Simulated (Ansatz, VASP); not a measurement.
# Cross-check of GaSb between VASP and Ansatz, part 2 of 2

Wanted: the spread between two codes on one cell, functional and k mesh. Of the first pair: The cell is taken from a series of runs on this material, whose earlier steps may have relaxed, scaled, displaced or heated it; both programs get it as it stands.

VASP 6.6.1 and Ansatz 0.2.0.

So far: Starting point; Ansatz: relaxation of cell and atoms, LDA; VASP: relaxation of cell and atoms, LDA; Side by side; Ansatz: relaxation, LDA.

## 6. VASP: single point, LDA, pair 2

Level of this step: LDA; plane waves and PAW (Ga_d, Sb) (VASP).

The same cell, functional (in two slightly different forms), mesh and smearing now go to VASP, with its own data sets.

The input, INCAR:

```
SYSTEM = GaSb
PREC = Accurate
ENCUT = 500
EDIFF = 1E-06
NELM = 120
ISMEAR = 1
SIGMA = 0.2
LREAL = .FALSE.
ALGO = Normal
GGA = PW92
NBANDS = 15
LORBIT = 11
LWAVE = .FALSE.
LCHARG = .FALSE.
ISIF = 2
LASPH = .TRUE.
GGA_COMPAT = .FALSE.
EFERMI = MIDGAP
KPAR = 2
```

The input, POSCAR:

```
GaSb
1.0
    0.0000000000      2.9033914911      3.1336771923
    2.9033914911      0.0000000000      3.1336771923
    2.9033914911      2.9033914911      0.0000000000
Ga Sb
1 1
Direct
    0.0000000000      0.0000000000      0.0000000000
    0.7500000000      0.7500000000      0.7500000000
```

The input, KPOINTS:

```
Automatic mesh
0
Gamma
12 12 12
0 0 0
```

The projector-augmented-wave data sets are Ga_d and Sb (LDA family, release 64).

The run is started by

```
$ mpirun -np 2 vasp_std
```

Numbers of over 12 decimals in the logs are rounded to 6 here.

The log of the run:

```text
[banner, memory and clock lines left out]
running    2 mpi-ranks, on    1 nodes
[...]
[... a notice as in an earlier step ...]

 LDA part: xc-table for (Slater(with rela. corr.)+PW92), standard interpolation
 POSCAR, INCAR and KPOINTS ok, starting setup
[...]
entering main loop
       N       E                     dE             d eps       ncg     rms          rms(c)
DAV:   1     0.818209719243E+02    0.81821E+02   -0.85428E+03  4930   0.150E+03
DAV:   2    -0.240366196937E+01   -0.84225E+02   -0.81158E+02  5695   0.304E+02
DAV:   3    -0.863298227070E+01   -0.62293E+01   -0.62052E+01  5870   0.680E+01
DAV:   4    -0.874708235819E+01   -0.11410E+00   -0.11408E+00  6151   0.104E+01
[...]
DAV:  10    -0.860794621520E+01    0.91133E-05   -0.18989E-05  6229   0.369E-02    0.138E-02
DAV:  11    -0.860794838019E+01   -0.21650E-05   -0.43278E-06  5863   0.194E-02    0.580E-03
DAV:  12    -0.860794833098E+01    0.49207E-07   -0.20555E-07  3565   0.349E-03
   1 F= -.86079483E+01 E0= -.86080981E+01  d E =0.449343E-03
```

From OUTCAR (step 6):

```text
  Total        1.4547713      1.4547713      0.0683416      0.0000000      0.0000000      0.0000000
  in kB       44.1173942     44.1173942      2.0725280      0.0000000      0.0000000      0.0000000
  external PRESSURE =      30.1024388 kB  Pullay stress =       0.0000000 kB

 POSITION                                       TOTAL-FORCE (eV/Angst)
 -----------------------------------------------------------------------------------
      0.00000      0.00000      0.00000         0.000000      0.000000      0.000000
      4.35509      4.35509      4.70052        -0.000000     -0.000000     -0.000000
 -----------------------------------------------------------------------------------
    total drift:                               -0.000003     -0.000003     -0.000005

  FREE ENERGIE OF THE ION-ELECTRON SYSTEM (eV)
  ---------------------------------------------------
  free  energy   TOTEN  =        -8.6079483310 eV

  energy  without entropy=       -8.6083976738  energy(sigma->0) =       -8.60809811

[... 3 further parts left out ...]
[key lines of the parts left out:]
E-fermi :   5.8126
```

The run ends at a pressure of 3.01 GPa.

## 7. Side by side

What differs besides the data sets and the points named for the pairs above, as far as they apply: the data sets hold 28 valence electrons in Ansatz (on its PAW soft_1 files) and 18 in VASP; Ansatz's pressure holds a Pulay correction, VASP's none. Total energies have different zeros and are not compared.

The two programs side by side:

| quantity | Ansatz | VASP | difference |
| --- | --- | --- | --- |
| pressure (GPa) | 2.80 | 3.01 | -0.21 |

## 8. Ansatz: relaxation, LDA

This run makes the geometry at which the two programs are then compared. The cell compared in this pair holds 53.47 Å³, against 52.83 Å³ for the pair before.

The structure compared here is the end of the Ansatz relaxation.

The input, input.yaml:

```yaml
crystal:
  lattice:
    - [0.0, 2.9336351525, 3.079305047]
    - [2.9336351525, 0.0, 3.079305047]
    - [2.9336351525, 2.9336351525, 0.0]
  atoms:
    - { symbol: Ga, position: [0.0, 0.0, 0.0] }
    - { symbol: Sb, position: [0.75, 0.75, 0.75] }
  conventional_axes: [[-1, 1, 1], [1, -1, 1], [1, 1, -1]]
kpoints:
  mp_grid: { grid: [12, 12, 12] }
hamiltonian:
  xc: lda
  pseudopotentials: { kind: paw, azcp: { folder: soft_1 }, xc_functional: pbe }
scf:
  occupations: { method: methfessel_paxton, width: 0.2 }
output:
  forces: true
  stress: true
  eigenvalues: true
relax:
  adjacent_minimum: "off"
  f_tol: 0.001
  max_steps: 60
  cell: { stress_tol: 0.01, fix: [a, b, gamma] }
```

The run is started by

```
$ ansatz run input.yaml --threads 4 --pin off --max-ram 10240MiB --backend cpu --events-out ev --progress --plain --runs-dir out
```

The log of the run:

```text
[...]
Crystal: 2 atoms, lattice volume = 53.002 Å³
Basis set: ecut = 420 eV, 1015 PW (Γ)
Bands: 18, of which v1, the nominal top of the filled ones, is band 14 counted from 1 (13 counted from 0)
Symmetry: 8 space group operations
[...]
k-points: 163 of 1728 (time reversal used)
[...]
k-point 162: bands = [... 10 lower, -1.0510, 1.0785, 5.8648, 5.8648, 9.5050, 9.7364, 17.4741, 17.4741]
--- Relaxed structure (3 steps of the walk, 3 accepted, 1 SCFs on fresh bases) ---
[...]
cell:  # Å, volume = 53.4691 Å³
    - [0, 2.9336351525, 3.106421]
    - [2.9336351525, 0, 3.106421]
    - [2.9336351525, 2.9336351525, 0]
  atoms:
    - { symbol: Ga, position: [0, 0, 0] }
    - { symbol: Sb, position: [0.750000, 0.750000, 0.750000] }
[key lines of the parts left out:]
SCF converged after 7 iterations
Free energy (F): -10043.091629 eV
Fermi energy:    8.644523 eV
P = ⅓ Tr σ = 2.0269 GPa (20.269 kbar)
```

## 9. VASP: single point, LDA, pair 3

The same cell, functional (in two slightly different forms), mesh and smearing now go to VASP, with its own data sets.

INCAR is that of step 6.

The input, POSCAR:

```
GaSb
1.0
    0.0000000000      2.9336351525      3.1064212859
    2.9336351525      0.0000000000      3.1064212859
    2.9336351525      2.9336351525      0.0000000000
Ga Sb
1 1
Direct
    0.0000000000      0.0000000000      0.0000000000
    0.7500000000      0.7500000000      0.7500000000
```

KPOINTS is that of step 6.

The run is started by

```
$ mpirun -np 2 vasp_std
```

The log of the run:

```text
[... set-up lines as in an earlier step ...]
 entering main loop
       N       E                     dE             d eps       ncg     rms          rms(c)
DAV:   1     0.817991578652E+02    0.81799E+02   -0.85615E+03  4930   0.146E+03
DAV:   2    -0.237453065343E+01   -0.84174E+02   -0.81275E+02  5758   0.307E+02
DAV:   3    -0.865786864292E+01   -0.62833E+01   -0.62609E+01  5849   0.685E+01
DAV:   4    -0.876954469321E+01   -0.11168E+00   -0.11166E+00  6086   0.104E+01
[...]
DAV:  10    -0.863371181701E+01    0.84460E-05   -0.18521E-05  6289   0.370E-02    0.139E-02
DAV:  11    -0.863371401223E+01   -0.21952E-05   -0.43390E-06  5765   0.193E-02    0.560E-03
DAV:  12    -0.863371396795E+01    0.44279E-07   -0.20402E-07  3684   0.347E-03
   1 F= -.86337140E+01 E0= -.86338625E+01  d E =0.445654E-03
```

From OUTCAR (step 9):

```text
  Total        1.0798815      1.0798815      0.0654996      0.0000000      0.0000000      0.0000000
  in kB       32.3581831     32.3581831      1.9626685      0.0000000      0.0000000      0.0000000
  external PRESSURE =      22.2263449 kB  Pullay stress =       0.0000000 kB

 POSITION                                       TOTAL-FORCE (eV/Angst)
 -----------------------------------------------------------------------------------
      0.00000      0.00000      0.00000        -0.000000     -0.000000     -0.000000
      4.40045      4.40045      4.65963         0.000000      0.000000      0.000000
 -----------------------------------------------------------------------------------
    total drift:                               -0.000001     -0.000001     -0.000006

  FREE ENERGIE OF THE ION-ELECTRON SYSTEM (eV)
  ---------------------------------------------------
  free  energy   TOTEN  =        -8.6337139679 eV

  energy  without entropy=       -8.6341596215  energy(sigma->0) =       -8.63386252

[... 1 part as in an earlier step ...]

[... 2 further parts left out ...]
[key lines of the parts left out:]
E-fermi :   5.6552
```

The run ends at a pressure of 2.22 GPa.

## 10. Side by side

What differs besides the data sets and the points named for the pairs above, as far as they apply: the data sets hold 28 valence electrons in Ansatz (on its PAW soft_1 files) and 18 in VASP. Total energies have different zeros and are not compared.

Compared:

| quantity | Ansatz | VASP | difference |
| --- | --- | --- | --- |
| pressure (GPa) | 2.03 | 2.22 | -0.20 |

## 11. What came out

```yaml
difference_in_volume_relaxation_of_cell_and_atoms_lda: -0.38 %
difference_in_pressure_single_point_lda_pair_2: -0.21 GPa
difference_in_pressure_single_point_lda_pair_3: -0.20 GPa
```

In words: The difference in volume is -0.38 % (relaxation of cell and atoms, LDA), within the 1.2 % picked in this series as the mark of a large difference, as far as the stopping tolerances let one tell. The data sets hold unlike numbers of valence electrons (28 in Ansatz and 18 in VASP), so part of the differences comes from the potentials. Such differences can come from data sets, numerical settings and the points named under the comparisons, not from the functional's error against experiment.

[Lines on the potential files, build, host, timing and source positions are cut from VASP's logs without a mark.]

[Logs are printed without paths, hosts, clocks, repeated set-up lines and the standing remarks that a program may print on its own settings, such as how far it seeks lower states.]

[Hosts, paths, dates, database ids (printed as entryN), source tags and the programs' standing remarks are cut or masked in the printed files.]
